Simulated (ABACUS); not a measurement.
Runs of ABACUS 3.10.1 on Si2W. Symmetry: I4/mmm, No. 139, tetragonal system. The conventional cell has a = 3.214 Å, b = 3.214 Å, c = 7.830 Å, α = 90.00°, β = 90.00°, γ = 90.00°. Around W (site symmetry 4/mmm) lie 10 Si at 2.62 Å. Around Si (site symmetry 4mm) lie 5 Si at 2.59 to 2.63 Å and 5 W at 2.62 Å. 

```csv
level,gap on the mesh (eV),pressure (GPa),largest force (eV/Å)
TPSS,none,(a),0.11
PBE,none,(c),0.10
AM05,none,-1.5,0.06
RPBE,none,7.5,0.18
LDA,none,-5.3,0.11
PBEsol,none,-0.5,(b)
```

Alike in all rows: task single point; potentials or basis SG15 ONCV 1.2 PBE, plane waves; no spin polarisation; cell as given; k mesh 12 × 12 × 12; cutoff (eV) 1007; smearing fermi-dirac 0.05 eV.

Estimate the missing entries.

(a) 1.4; (b) 0.02; (c) 4.0.

Caveats: the potentials were made for another functional, which shifts forces and pressure (some runs).

A k mesh can miss the band edges, and the runs leave out spin-orbit coupling on W.

A gap of «none» marks a metal or a gap under the smearing width.
